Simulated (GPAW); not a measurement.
Runs of GPAW 26.7.0 on BN. It takes space group P6_3/mmc (No. 194, hexagonal). Conventional cell: a = 2.498 Å, b = 2.498 Å, c = 6.636 Å, α = 90.00°, β = 90.00°, γ = 120.00°. N (site symmetry -6m2) has 3 B at 1.44 Å as nearest neighbours. B (site symmetry -6m2) has 3 N at 1.44 Å as nearest neighbours. 

```tsv
task	level	potentials or basis	cell	optimizer	fmax	max steps	target pressure	band path	gap on the mesh (eV)	pressure (GPa)	relaxed volume (Å³/atom)	largest force (eV/Å)
relaxation of cell and atoms	PBE	GPAW PAW data sets (gpaw-data 1.2.1), pw	relaxed	FIRE	0.02 eV/Å	60	-	-	4.50	-0.1	(a)	0.01
relaxation of cell and atoms	PBE+D3(BJ)	GPAW PAW data sets (gpaw-data 1.2.1), pw	relaxed to 2 GPa	LBFGS	0.05 eV/Å	60	2 GPa	-	4.31	1.8	-	0.01
relaxation of cell and atoms	SCAN+D4	GPAW PAW data sets (gpaw-data 1.2.1), pw	relaxed to -1 GPa	BFGS	0.05 eV/Å	40	-1 GPa	-	4.94	-1.6	-	0.01
relaxation of cell and atoms	revPBE+D3	the program's PAW data sets (release 1.2.1) made for this functional, pw	relaxed	LBFGS	0.02 eV/Å	60	-	-	4.44	0.0	(b)	0.01
relaxation of cell and atoms	PBE+D4	GPAW PAW data sets (gpaw-data 1.2.1), pw	relaxed	LBFGS	0.01 eV/Å	60	-	-	4.39	-0.1	8.68	0.01
band structure	RPBE	the program's PAW data sets (release 1.2.1) made for this functional, pw	as given	-	-	-	-	GMKGALHA,LM,KH	(c)	8.3	-	-
```

Alike in all rows: no spin polarisation; k mesh 9 × 9 × 3; cutoff (eV) 800; smearing fermi-dirac 0.05 eV.

Q: Fill in the values left out.

A: (a) 9.93; (b) 8.70; (c) 4.53.

Caveats: later steps reuse the first step's grids (some runs); an odd mesh through Γ misses points on the zone boundary, where band edges often lie (some runs); this functional lacks dispersion, which binds the layers, so the pressure and a relaxed spacing across them are unreliable (some runs); the volume moved by +11 % from the deposited cell, more than functionals usually miss (some runs); the relaxation stopped at its first step, so nothing moved (some runs); the PAW data sets were made with another functional, which shifts forces and pressure a little (some runs); the mesh misses the band edges, which the band path finds closer together (some runs).
